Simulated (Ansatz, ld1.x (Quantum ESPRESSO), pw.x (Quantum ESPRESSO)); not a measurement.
Mn (Z = 25): one change to the TM potential, in the atom and in the diamond crystal

| Property | Result |
| --- | --- |
| Element | manganese (Mn) |
| Generator | ld1.x (Quantum ESPRESSO) 7.5 |
| Type | norm-conserving Troullier–Martins (Kleinman–Bylander form) |
| Functional | PBE |
| Relativity | scalar-relativistic |
| Frozen core | [Ar] |
| Valence charge | 7 |
| Reference configuration | 3d5 4s0 4p0 (charge +2) |
| Partial waves | 4s (bound, empty): rc 1.95 bohr; 4p (bound, empty): rc 2.35 bohr; 3d (bound): rc 1.65 bohr |
| Local potential | all-electron potential smoothed inside 1.90 bohr (lloc = -1) |
| Core correction | a·sin(br)/r model core inside 1.05 bohr |

Change: reference 3d5 4s1 4p1.

Cutoffs, loose and tight: the cutoffs (Ry, on a coarse ladder) from which the occupation-weighted sum of valence levels, in a spherical-Bessel basis at the reference potential, stays within 10 and 1 mRy of its value at 400 Ry. They do not see the model core or the augmentation charge, which bear on the density cutoff. Test errors are all-electron minus pseudo excitation energies from the reference, over the configurations 3d5 4s2 4p0; 3d5 4s1 4p0; 3d4 4s0 4p0; 3d5 4s1 4p1; 3d4 4s2 4p1; 3d6 4s0 4p0; 3d4 4s2 4p0; variants that change the core or the reference have their own tests.

Crystal test: diamond Mn in pw.x 7.5, no spin, 9³ k-points, Fermi–Dirac smearing 0.01 Ry, cutoffs set for each file from its atomic test. The reference is all-electron LAPW (Ansatz 0.2.0) with the same functional, mesh and smearing; V0 and B0 come from Birch–Murnaghan fits to the pressures at five volumes. Errors are pseudo minus all-electron; Δ is the rms difference of the E(V) curves that follow from these fits, minima aligned, over ±6 % about the mean V0. Mesh and smearing are coarse, so the numbers serve the comparison and aren't converged zero-temperature values; the lattice is a test structure that the element need not adopt. Spin polarisation and strong correlation are left out, which matters for this element.

All-electron: a0 = 4.953 Å (V0 = 15.19 Å³/atom), B0 = 143.7 GPa.

Question: Does the change bring the crystal closer to the all-electron result?

Answer: The mean pressure error goes from -3.90 to -2.62 GPa, so the change moves the solid closer to the all-electron pressures. The B0 error goes the other way, from -0.3 to -2.0 %.

| quantity | base | changed |
| --- | --- | --- |
| outcome (atom) | generated | generated |
| cutoff, loose (atom) | 90 Ry | 90 Ry |
| cutoff, tight (atom) | 140 Ry | 140 Ry |
| bound ghosts (atom) | s | none |
| largest test error (meV) (atom) | -366 | -208 |
| cutoffs in pw.x (Ry) | 170/680 | 170/680 |
| a0 (Å) | 4.907 | 4.922 |
| a0 error (%) | -0.94 | -0.63 |
| B0 error (%) | -0.3 | -2.0 |
| Δ (meV/atom) | 13.5 | 8.9 |
| mean pressure error (GPa) | -3.90 | -2.62 |

Base: The largest radius (2.35 bohr) exceeds half the bond length (2.03 bohr), so the spheres overlap, which is one possible source of error among others. This is a poor potential for the solid. Note: ghost state, extra bound levels that the all-electron valence spectrum of the same l lacks: s at -9.3 eV. A true bound ghost makes a file unfit for plane-wave use. The logarithmic derivative shows an extra or strongly shifted pseudo pole above the reference energy (p near 0.88 Ry). Changed file: The largest radius (2.35 bohr) exceeds half the bond length (2.03 bohr), so the spheres overlap, which is one possible source of error among others. This is a poor potential for the solid. The logarithmic derivative shows an extra or strongly shifted pseudo pole above the reference energy (p near 1.83 Ry). The atomic cutoffs weigh occupied waves only.
